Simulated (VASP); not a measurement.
Crystal: Mg3Sb2.

```xyz
5
Lattice="4.5820 0.0000 0.0000 -2.2910 3.9681 0.0000 0.0000 0.0000 7.2440" Properties=species:S:1:pos:R:3 pbc="T T T"
Mg    0.0000    2.6454    4.5637
Mg    2.2910    1.3227    2.6803
Mg    0.0000    0.0000    0.0000
Sb    0.0000    2.6454    1.7023
Sb    2.2910    1.3227    5.5417
```

```yaml
Program: VASP 6.6.1
Task: relaxation of cell and atoms
Functional: LDA
Potentials_or_basis: VASP PAW LDA potentials, release 64 (Mg, Sb)
Cutoff: 600 eV
k_mesh: 9 × 9 × 5
Occupations: gaussian, width 0.03 eV
Spin: no spin polarisation
```

At the start: pressure -2.0 GPa; volume 26.34 Å³/atom.

Q: Where does the relaxation end?

A: Over 8 steps the energy falls by 15.8 meV/atom and the volume is 24.96 Å³/atom (-5.3 %); space group P-3m1 (No. 164, to 0.05 Å).

The path:
| step | energy change (eV) | largest force (eV/Å) | pressure (GPa) | volume (Å³) |
| --- | --- | --- | --- | --- |
| 1 | 0.0000 | 0.3714 | -1.99 | 131.71 |
| 2 | -0.0553 | 0.3839 | 0.06 | 125.58 |
| 3 | -0.0562 | 0.3857 | 0.39 | 124.74 |
| 4 | -0.0702 | 0.2229 | 0.21 | 124.77 |
| 5 | -0.0770 | 0.0380 | 0.01 | 124.80 |
| 6 | -0.0770 | 0.0406 | 0.00 | 124.80 |
| 7 | -0.0787 | 0.0146 | -0.04 | 124.79 |
| 8 | -0.0788 | 0.0056 | -0.05 | 124.79 |

Final structure:
```cif
data_structure
_symmetry_space_group_name_H-M 'P 1'
_symmetry_Int_Tables_number 1
_cell_length_a 4.5000
_cell_length_b 4.5000
_cell_length_c 7.1159
_cell_angle_alpha 90.000
_cell_angle_beta 90.000
_cell_angle_gamma 120.000
_cell_volume 124.79
loop_
_atom_site_label
_atom_site_type_symbol
_atom_site_fract_x
_atom_site_fract_y
_atom_site_fract_z
_atom_site_occupancy
Mg1 Mg 0.33333 0.66667 0.63227 1
Mg2 Mg 0.66667 0.33333 0.36773 1
Mg3 Mg 0.00000 0.00000 0.00000 1
Sb1 Sb 0.33333 0.66667 0.22416 1
Sb2 Sb 0.66667 0.33333 0.77584 1
```
